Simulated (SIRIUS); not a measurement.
CdSe under changes of volume

One of the cells (28.942 Å³/atom); the others are scaled copies at fixed shape and fractional positions:

```
Cd Se
1.0
     0.00000    3.07027    3.07027
     3.07027    0.00000    3.07027
     3.07027    3.07027    0.00000
Cd Se
1 1
Direct
  0.00000 0.00000 0.00000
  0.25000 0.25000 0.25000
```

Measurements of this composition are mostly on another form, of space group No. 186.

| Property | Result |
| --- | --- |
| Program | SIRIUS 7.12.0 |
| Functional | PBEsol |
| Potentials or basis | all-electron FP-LAPW |
| Cutoff | 173 eV |
| Basis | apw+lo standard |
| k mesh | 8 × 8 × 8 |
| Occupations | fermi-dirac, width 0.05 eV |
| Spin | no spin polarisation |

```csv
volume (Å³/atom),energy over the lowest point (meV/atom),gap on the mesh (eV)
27.206,4.45,0.54
27.784,0.27,0.50
28.363,0.00,0.46
28.942,3.35,0.42
29.521,?,?
30.100,19.81,0.34
30.679,32.04,0.31
```

**Question.** What does the run at 29.521 Å³/atom give?

**Answer.** Energy over the lowest point 10.15 meV/atom; gap on the mesh 0.38 eV.

Worked out: A Birch-Murnaghan fit of order 3 (a polynomial in V^(-2/3)) to the other rows has its minimum at 28.11 Å³/atom with B0 = V·E''(V) = 51 GPa and B' = 4.0. It gives 10.10 meV/atom at 29.521 Å³/atom, against the run's 10.15. A straight line through the other rows of the gap, of slope -1.94 eV per unit of ln V (its deformation potential), gives 0.38 eV, against the run's 0.38.

Energies are extrapolated to zero smearing.

Spin-orbit coupling on Cd, Se is left out.
